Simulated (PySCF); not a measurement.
**Magnetic susceptibility: isopentane (SMILES CCC(C)C)**

Molfile (atoms numbered from 1):
```
C5H12
     RDKit          3D

 17 16  0  0  0  0  0  0  0  0999 V2000
    1.9245   -0.7875   -0.0319 C   0  0  0  0  0  0  0  0  0  0  0  0
    0.8956    0.1971    0.5120 C   0  0  0  0  0  0  0  0  0  0  0  0
   -0.3687    0.3032   -0.3482 C   0  0  0  0  0  0  0  0  0  0  0  0
   -1.1799   -0.9901   -0.3263 C   0  0  0  0  0  0  0  0  0  0  0  0
   -1.2329    1.4645    0.1399 C   0  0  0  0  0  0  0  0  0  0  0  0
    2.1918   -0.5332   -1.0557 H   0  0  0  0  0  0  0  0  0  0  0  0
    1.5415   -1.8044   -0.0172 H   0  0  0  0  0  0  0  0  0  0  0  0
    2.8282   -0.7600    0.5735 H   0  0  0  0  0  0  0  0  0  0  0  0
    1.3572    1.1860    0.5728 H   0  0  0  0  0  0  0  0  0  0  0  0
    0.6139   -0.0970    1.5261 H   0  0  0  0  0  0  0  0  0  0  0  0
   -0.0670    0.5068   -1.3822 H   0  0  0  0  0  0  0  0  0  0  0  0
   -0.6146   -1.8159   -0.7497 H   0  0  0  0  0  0  0  0  0  0  0  0
   -2.0917   -0.8729   -0.9084 H   0  0  0  0  0  0  0  0  0  0  0  0
   -1.4561   -1.2462    0.6949 H   0  0  0  0  0  0  0  0  0  0  0  0
   -1.5353    1.3015    1.1725 H   0  0  0  0  0  0  0  0  0  0  0  0
   -0.6840    2.4024    0.0870 H   0  0  0  0  0  0  0  0  0  0  0  0
   -2.1295    1.5577   -0.4692 H   0  0  0  0  0  0  0  0  0  0  0  0
  1  2  1  0
  2  3  1  0
  3  4  1  0
  3  5  1  0
  1  6  1  0
  1  7  1  0
  1  8  1  0
  2  9  1  0
  2 10  1  0
  3 11  1  0
  4 12  1  0
  4 13  1  0
  4 14  1  0
  5 15  1  0
  5 16  1  0
  5 17  1  0
M  END
```

Theory: GIAO B97-2/pcSseg-1 magnetisability, rotational g tensor and spin-rotation constants, non-relativistic, gas phase (PySCF). Geometry: GFN2-xTB.

Q: How diamagnetic is it, and how anisotropic?

A: Isotropic -1080 × 10⁻³⁰ J/T², or -65.1 × 10⁻⁶ cm³/mol; principal values -1121, -1071, -1049 × 10⁻³⁰ J/T², anisotropy 64 × 10⁻³⁰ J/T² (root of half the summed squared differences of the principal values). The susceptibility is in cgs units.

Q: Split it along the inertial axes a, b, c into diamagnetic and paramagnetic parts about the centre of mass, with the quadrupole moment.

A: 
| axis | χ (10⁻⁶ cm³/mol) | diamagnetic (10⁻⁶ cm³/mol) | paramagnetic (10⁻⁶ cm³/mol) | summed x² of all electrons (Å²) | quadrupole Θ (D Å) |
| --- | --- | --- | --- | --- | --- |
| a | -66.4 | -265.4 | 199.0 | 93.5 | -0.65 |
| b | -65.2 | -470.6 | 405.4 | 45.2 | -0.17 |
| c | -63.6 | -588.5 | 524.9 | 17.4 | +0.83 |

Anisotropies 2χaa − χbb − χcc = -4.0 and 2χbb − χaa − χcc = -0.4 × 10⁻⁶ cm³/mol. Θ is traceless in Buckingham's convention.

Q: And the rotational g tensor?

A: 
| axis | rotational constant (GHz) | g | nuclear part | electronic part |
| --- | --- | --- | --- | --- |
| a | 7.3643 | +0.0150 | 0.7037 | -0.6886 |
| b | 3.3877 | +0.0046 | 0.6498 | -0.6453 |
| c | 2.5991 | +0.0008 | 0.6418 | -0.6409 |

Asymmetric top; isotopes 12C, 1H; no vibrational averaging.
